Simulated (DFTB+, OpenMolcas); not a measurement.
## How methods differ on C4H6 (methylenecyclopropane)

The species is C4H6 (10 atoms), meant as a singlet with charge 0. SMILES: `C=C1CC1`. Geometry: relaxed at PBE0-D4/def2-TZVP.

Quantity: the dipole moment, in D. The values are calculated.

**The experiment to reproduce.** NIST CCCBDB gives the dipole moment of the gas as 0.40 D.

```csv
level,kind,program,value (D),computed − measured,CPU time
DFTB2,semi-empirical,DFTB+,0.44,+0.04,under 2 s
HF/def2-SVP,Hartree–Fock,OpenMolcas,0.37,-0.03,6.7 s
SVWN5/def2-SVP,LDA,OpenMolcas,0.44,+0.04,27 s
BLYP/def2-SVP,GGA,OpenMolcas,0.40,0.00,38 s
M06-L/def2-SVP,meta-GGA,OpenMolcas,0.42,+0.02,53 s
M06-2X/def2-SVP,hybrid meta-GGA,OpenMolcas,0.35,-0.05,46 s
```

Nearest: BLYP/def2-SVP (0.00 D); farthest: M06-2X/def2-SVP (-0.05 D). The measured dipole is a vibrational average, so differences of a few hundredths of a debye mean little. Computed less measured by kind, in D (def2-SVP rows): semi-empirical +0.04; Hartree–Fock -0.03; LDA +0.04; GGA +0.00; meta-GGA +0.02; global hybrid -0.05. Magnitudes only: a small dipole may point the other way at some levels. Times are those of the runs behind each value, whatever else they computed, on shared processors of several kinds: orders of magnitude only.
